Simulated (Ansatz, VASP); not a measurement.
## BAs: VASP beside Ansatz

```
B As
1.0
     0.00000    2.30685    2.30685
     2.30685    0.00000    2.30685
     2.30685    2.30685    0.00000
B As
1 1
Direct
  0.00000 0.00000 0.00000
  0.50000 0.50000 0.50000
```

Alike in both runs: functional PBE; k mesh 14 × 14 × 14; occupations fermi-dirac, width 0.05 eV; no spin polarisation.

Ansatz relaxed the structure, and its values are those at the end. VASP's run is a single point on that final structure, the one shown.

```csv
,VASP,Ansatz
version,VASP 6.6.1,Ansatz 0.2.0
potentials or method,"VASP PAW PBE potentials, release 64 (B, As)","PAW with Ansatz's default frozen-core files, scalar-relativistic"
plane-wave cutoff (eV),520,420
valence electrons in the cell,8,18
```

|  | VASP | Ansatz | Ansatz less VASP |
| --- | --- | --- | --- |
| pressure (GPa) | 0.3 | 0.0 | -0.34 |

The two sets of potentials don't hold the same shells in valence.
